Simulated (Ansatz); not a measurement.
Lu under changes of volume

One of the cells (29.496 Å³/atom); the others are scaled copies at fixed shape and fractional positions:

```
Lu
1.0
     3.50310    0.00000    0.00000
    -1.75155    3.03377    0.00000
     0.00000    0.00000    5.55090
Lu
2
Direct
  0.66667 0.33333 0.75000
  0.33333 0.66667 0.25000
```

| Property | Result |
| --- | --- |
| Program | Ansatz 0.2.0 |
| Functional | LDA |
| Potentials or basis | all-electron LAPW, scalar-relativistic |
| Cutoff | 173 eV (chosen from the basis error) |
| Basis error allowed | 0.001 eV/atom |
| k mesh | 9 × 9 × 5 |
| Occupations | fermi-dirac, width 0.05 eV |
| Spin | no spin polarisation |

```tsv
volume (Å³/atom)	energy over the lowest point (meV/atom)	pressure (GPa)
27.727	0.00	-3.2
28.317	13.48	-4.0
28.906	30.04	-4.8
29.496	?	?
30.086	71.24	-6.2
30.676	95.38	-6.8
31.266	121.57	-7.3
```

Problem. What does the run at 29.496 Å³/atom give?

Solution. Energy over the lowest point 49.38 meV/atom; pressure -5.6 GPa.

Worked out: A Birch-Murnaghan fit of order 3 (a polynomial in V^(-2/3)) to the other rows has no minimum within the range. It gives 49.38 meV/atom at 29.496 Å³/atom, against the run's 49.38, and -dE/dV = -5.6 GPa, against -5.6.

Energies are extrapolated to zero smearing.
